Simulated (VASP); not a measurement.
Crystal: CrO2.

```
Cr O
1.0
     2.77988    0.00000    0.00000
    -1.38994    2.40745    0.00000
     0.00000    0.00000    4.48452
Cr O
1 2
Direct
  0.00000 0.00000 0.00000
  0.33333 0.66667 0.25200
  0.66667 0.33333 0.74800
```

Measurements of this composition are mostly on another form, of space group No. 136.

Base run:

* Program: VASP 6.6.1
* Functional: r2SCAN
* Potentials or basis: VASP PAW PBE potentials, release 64 (Cr_pv, O)
* Cutoff: 520 eV
* k mesh: 8 × 8 × 4
* Occupations: gaussian, width 0.05 eV
* Spin: collinear spin, zero start
* Starting moments: [0.0, 0.0, 0.0] μB
* Hubbard terms: Cr d U = 7 eV

Its results: band gap on the k mesh none (metal or under the smearing width); pressure -4.8 GPa; net moment 0.00 μB per cell; largest force 2.066 eV/Å.

Question: The run is repeated on the same cell with these changes: hubbard terms from Cr d U = 7 eV to Cr d U = 5 eV; further incar settings from ALGO = Normal; EDIFF = 1e-06; NBANDS = 23 to ALGO = Normal; EDIFF = 1e-07; NBANDS = 23. What comes out?

Answer: Band gap on the k mesh none (metal or under the smearing width); pressure -10.4 GPa; net moment 0.03 μB per cell; site moments Cr +0.04; O -0.00 μB; largest force 2.211 eV/Å.

Caveats: the PAW data sets were made with another functional, which shifts forces and pressure a little.
